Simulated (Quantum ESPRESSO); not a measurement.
**FePt (Tetraferroplatinum): Wannier functions under several settings**

```
CELL_PARAMETERS angstrom
2.72350 0.00000 0.00000
0.00000 2.72350 0.00000
0.00000 0.00000 3.72000
ATOMIC_POSITIONS crystal
Pt 0.50000 0.50000 0.50000
Fe 0.00000 0.00000 0.00000
```

All runs used Quantum ESPRESSO 7.5; potentials GBRV 1.5 PBEsol; k mesh 8 × 8 × 6; given cell; collinear spin, ferromagnetic start; cutoff 762 eV; occupations fermi-dirac, width 0.05 eV.

```csv
level,start,Wannier mesh,spread a function (Å²),RMS miss of the bands (meV)
PBEsol,atomic projections with disentanglement,6 × 6 × 4,1.02,8
PBEsol,"atomic projections with disentanglement, not minimised",6 × 6 × 4,?,?
PBEsol,SCDM with an erfc weight,6 × 6 × 4,2.26,50
```

Task: What stands in the row left open?

Result: Spread a function 1.36 Å²; RMS miss of the bands 18 meV.

Caveats: the Wannier minimisation didn't converge (some runs).

